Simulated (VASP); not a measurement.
# PbSe in VASP: notebook, part 2 of 2

VASP 6.6.1.

## (3) Single point, PBEsol

The input, INCAR:

```
SYSTEM = PbSe
  ADDGRID = .False.
  ALGO = Normal
  EDIFF = 1E-6
  ENCUT = 460
  GGA = PS
  ISIF = 2
  ISMEAR = 0
  LASPH = .True.
  LCHARG = .False.
  LREAL = .False.
  LWAVE = .False.
  NELM = 100
  PREC = Accurate
  SIGMA = 0.5
```

The input, KPOINTS:

```
k-points
0
Gamma
  5 5 5
  0 0 0
```

The input, POSCAR:

```
PbSe
1.0
    3.7843220000      0.0000000000      0.0000000000
    0.0000000000      3.7843220000      0.0000000000
    0.0000000000      0.0000000000      3.7843220000
Pb Se
1 1
Direct
    0.0499830000      0.0304240000      0.0268320000
    0.4857650000      0.4915870000      0.4882140000
```

Potentials or basis: VASP PAW PBE potentials, release 64 (Pb_d, Se).

Command:

```bash
$ cat potpaw_PBE.64/Pb_d/POTCAR potpaw_PBE.64/Se/POTCAR > POTCAR
$ mpirun -np 1 vasp_std > vasp.out
```

OUTCAR:

```text
SYSTEM = PbSe
   EDIFF = 1E-6
   ENCUT = 460
   GGA = PS
   ISIF = 2
   ISMEAR = 0
   LASPH = .True.
   LREAL = .False.
   NELM = 100
   PREC = Accurate

 Found     63 irreducible k-points:

 Following reciprocal coordinates:
            Coordinates               Weight
  0.000000  0.000000  0.000000      1.000000
  0.200000  0.000000  0.000000      2.000000
  0.000000  0.200000  0.000000      2.000000
  0.000000  0.000000  0.200000      2.000000
  0.400000  0.000000  0.000000      2.000000
  0.000000  0.400000  0.000000      2.000000
   k-points           NKPTS =     63   k-points in BZ     NKDIM =     63   number of bands    NBANDS=     14
   number of dos      NEDOS =    301   number of ions     NIONS =      2
   total plane-waves  NPLWV =  21952
   dimension x,y,z NGX =    28 NGY =   28 NGZ =   28
   dimension x,y,z NGXF=    56 NGYF=   56 NGZF=   56
   ions per type =               1   1
   NGX,Y,Z   is equivalent  to a cutoff of  12.30, 12.30, 12.30 a.u.
   NGXF,Y,Z  is equivalent  to a cutoff of  24.60, 24.60, 24.60 a.u.
 SYSTEM =  PbSe
   PREC   = accura    normal or accurate (medium, high low for compatibility)
   ISTART =      0    job   : 0-new  1-cont  2-samecut
   ICHARG =      2    charge: 1-file 2-atom 10-const
   ISPIN  =      1    spin polarized calculation?
   LNONCOLLINEAR =      F non collinear calculations
   LSORBIT =      F    spin-orbit coupling
   LASPH  =      T    aspherical Exc in radial PAW
   ENCUT  =  460.0 eV  33.81 Ry    5.81 a.u.   6.62  6.62  6.62*2*pi/ulx,y,z
   NELM   =    100;   NELMIN=  2; NELMDL= -5     # of ELM steps
   EDIFF  = 0.1E-05   stopping-criterion for ELM
   LREAL  =      F    real-space projection
   EDIFFG = 0.1E-04   stopping-criterion for IOM
   NSW    =      0    number of steps for IOM
   IBRION =     -1    ionic relax: 0-MD 1-quasi-New 2-CG
   NFREE  =      0    steps in history (QN), initial steepest desc. (CG)
   ISIF   =      2    stress and relaxation
   ISYM   =      2    0-nonsym 1-usesym 2-fastsym
   POTIM  = 0.5000    time-step for ionic-motion
   TEBEG  =    0.0;   TEEND  =   0.0 temperature during run
   PSTRESS=    0.0 pullay stress
   NELECT =      20.0000    total number of electrons
   NUPDOWN=      -1.0000    fix difference up-down
   EMIN   =  10.00;   EMAX   =-10.00  energy-range for DOS
   EFERMI =   0.00;   METHOD = LEGACY
   ISMEAR =     0;   SIGMA  =   0.50  broadening in eV -4-tet -1-fermi 0-gaus
   EFERMI_NEDOS =   21; number of points for ismear=-14 and -15
   IALGO  =     38    algorithm
   IMIX   =      4    mixing-type and parameters
     AMIX     =   0.40;   BMIX     =  1.00
     AMIX_MAG =   1.60;   BMIX_MAG =  1.00
  volume/ion in A,a.u.               =      27.10       182.87
  Fermi-wavevector in a.u.,A,eV,Ry     =   1.174258  2.219025 18.760817  1.378881
  Thomas-Fermi vector in A             =   2.310658
   LORBIT       =      0    0 simple, 1 ext, 2 COOP (PROOUT), +10 PAW based schemes
   GGA     = PS    functional components
   LHFCALC =     F    Hartree Fock is set to
   AEXX    =    0.0000 exact exchange contribution
   IVDW    =     0    specifies the selected vdW correction
   LEPSILON=     F    determine dielectric tensor
   LRPA    =     F    only Hartree local field effects (RPA)
 non-spin polarized calculation
 Gauss-broadening in eV      SIGMA  =   0.50
  energy-cutoff  :      460.00
  volume of cell :       54.20
 maximum number of plane-waves:      1233
   NGX = 13   NGY = 13   NGZ = 13

 number of electron      19.9999999 magnetization

 Free energy of the ion-electron system (eV)
  ---------------------------------------------------
  ext. energy  EPLUGINS =         0.00000000
  ---------------------------------------------------
  free energy    TOTEN  =        -8.54327048 eV

  energy without entropy =       -8.45057772  energy(sigma->0) =       -8.49692410

 E-fermi :   5.3544     XC(G=0): -10.0991

 val. band max:        5.3499317926   @ k =  -0.4000   0.4000   0.4000
 cond. band min:       5.3691510832   @ k =   0.4000  -0.4000   0.4000
 fundamental gap:      0.0192192906
 Fermi energy:         5.3544134343

 k-point     1 :       0.0000    0.0000    0.0000
  band No.  band energies     occupation
      1     -11.5928      2.00000
      2     -11.5916      2.00000
      3     -11.4459      2.00000
      4     -11.4454      2.00000
      5     -11.4404      2.00000
      6      -8.1502      2.00000
      7      -1.8053      2.00000
      8       3.5762      2.00000
      9       3.6497      2.00000
     10       3.7458      1.99999
     11       9.4196      0.00000
     12       9.7520      0.00000
     13      11.4443      0.00000
     14      11.7708      0.00000

 k-point     2 :       0.2000    0.0000    0.0000
  band No.  band energies     occupation
      1     -11.5892      2.00000
      2     -11.5528      2.00000
      3     -11.4602      2.00000
      4     -11.4600      2.00000
      5     -11.4410      2.00000
      6      -7.8737      2.00000
      7      -2.3600      2.00000
      8       3.5527      2.00000
      9       3.9338      1.99994
     10       3.9573      1.99992
     11       8.6625      0.00000
     12       9.7812      0.00000
     13      10.5081      0.00000
     14      11.1859      0.00000

 k-point     3 :       0.0000    0.2000    0.0000
  band No.  band energies     occupation
      1     -11.5900      2.00000
      2     -11.5512      2.00000
      3     -11.4610      2.00000
      4     -11.4592      2.00000
      5     -11.4423      2.00000
      6      -7.8640      2.00000
      7      -2.3961      2.00000
      8       3.5044      2.00000
      9       3.9484      1.99993
     10       4.0516      1.99977
     11       8.7946      0.00000
     12       9.5281      0.00000
     13      10.4708      0.00000
     14      11.4182      0.00000

 k-point     4 :       0.0000    0.0000    0.2000
  band No.  band energies     occupation
      1     -11.5900      2.00000
      2     -11.5512      2.00000
      3     -11.4610      2.00000
      4     -11.4592      2.00000
      5     -11.4423      2.00000
      6      -7.8640      2.00000
      7      -2.3964      2.00000
      8       3.5040      2.00000
      9       3.9490      1.99993
     10       4.0518      1.99977
     11       8.7956      0.00000
     12       9.5265      0.00000
     13      10.4709      0.00000
     14      11.4193      0.00000

 k-point     5 :       0.4000    0.0000    0.0000
  band No.  band energies     occupation
      1     -11.5853      2.00000
      2     -11.4948      2.00000
      3     -11.4839      2.00000
      4     -11.4791      2.00000
      5     -11.4388      2.00000
      6      -7.2785      2.00000
      7      -3.4363      2.00000
      8       4.1047      1.99959
      9       4.6043      1.96613
     10       4.6118      1.96432
     11       6.2636      0.01013
     12       8.9804      0.00000
     13       9.0659      0.00000
     14      11.3595      0.00000

 k-point     6 :       0.0000    0.4000    0.0000
  band No.  band energies     occupation
      1     -11.5859      2.00000
      2     -11.4935      2.00000
      3     -11.4841      2.00000
      4     -11.4801      2.00000
      5     -11.4397      2.00000
      6      -7.2383      2.00000
      7      -3.5335      2.00000
      8       4.1133      1.99955
      9       4.6520      1.95305
     10       4.7065      1.93313
     11       6.3061      0.00711
     12       8.8821      0.00000
     13       9.0110      0.00000
     14      11.4173      0.00000

 [... further k-points ...]

------------------------ aborting loop because EDIFF is reached ----------------------------------------

  FORCE on cell =-STRESS in cart. coord.  units (eV):
  Direction    XX          YY          ZZ          XY          YZ          ZX
  --------------------------------------------------------------------------------------
  -------------------------------------------------------------------------------------
  Total       -0.6727238     -0.7008312     -0.7006227      0.1538102      0.1241465      0.1531729
  in kB      -19.8876346    -20.7185690    -20.7124061      4.5470668      3.6701232      4.5282282
  external PRESSURE =     -20.4395366 kB  Pullay stress =       0.0000000 kB

 VOLUME and BASIS-vectors are now :
 -----------------------------------------------------------------------------
  energy-cutoff  :      460.00
  volume of cell :       54.20
      direct lattice vectors                 reciprocal lattice vectors
     3.784322000  0.000000000  0.000000000     0.264248127  0.000000000  0.000000000
     0.000000000  3.784322000  0.000000000     0.000000000  0.264248127  0.000000000
     0.000000000  0.000000000  3.784322000     0.000000000  0.000000000  0.264248127

 POSITION                                       TOTAL-FORCE (eV/Angst)
 -----------------------------------------------------------------------------------
      0.18915      0.11513      0.10154         0.093504      0.041058      0.040651
      1.83829      1.86032      1.84756        -0.093504     -0.041058     -0.040651
 -----------------------------------------------------------------------------------
    total drift:                               -0.000408     -0.000239     -0.000227

  FREE ENERGIE OF THE ION-ELECTRON SYSTEM (eV)
  ---------------------------------------------------
  free  energy   TOTEN  =        -8.5432704822 eV

  energy  without entropy=       -8.4505777166  energy(sigma->0) =       -8.49692410
```

stdout:

```text
POSCAR found type information on POSCAR PbSe
 POSCAR found :  2 types and       2 ions
 scaLAPACK will be used
 -----------------------------------------------------------------------------
|                                                                             |
|                                                                             |
|     You enforced a specific xc type in the INCAR file but a different       |
|     I HOPE YOU KNOW WHAT YOU ARE DOING!                                     |
|                                                                             |
 -----------------------------------------------------------------------------

 LDA part: xc-table for (Slater+PW92), standard interpolation
 POSCAR, INCAR and KPOINTS ok, starting setup
 FFT: planning ... GRIDC
 FFT: planning ... GRID_SOFT
 FFT: planning ... GRID
 WAVECAR not read
 entering main loop
```

Wall time 29 s (1 thread of Intel Xeon Platinum 8488C (Sapphire Rapids), shared host); peak memory 0.18 GiB.

These settings aren't checked as converged: the numbers below hold their error.

Results:

```yaml
Free_energy: -8.5433 eV
Pressure: -2.0 GPa
Largest_force: 0.110 eV/Å
Band_gap_on_the_k_mesh: 0.27 eV, indirect (least direct gap 1.60 eV)
```

Caveat: the PAW data sets were made with another functional, which shifts forces and pressure a little; spin-orbit coupling is left out, which as a rule narrows the gap of such compounds by several tenths of an eV; an odd mesh through Γ misses points on the zone boundary, where band edges often lie.

## (4) For comparison

An earlier run on the cell as given: functional PBE; potentials or basis VASP PAW PBE potentials, release 64 (Pb_d, Se); cutoff 520 eV; k mesh 7 × 7 × 7; occupations fermi-dirac, width 0.05 eV; no spin polarisation.

* Pressure: -0.2 GPa
* Band gap on the k mesh: none (metal or under the smearing width)
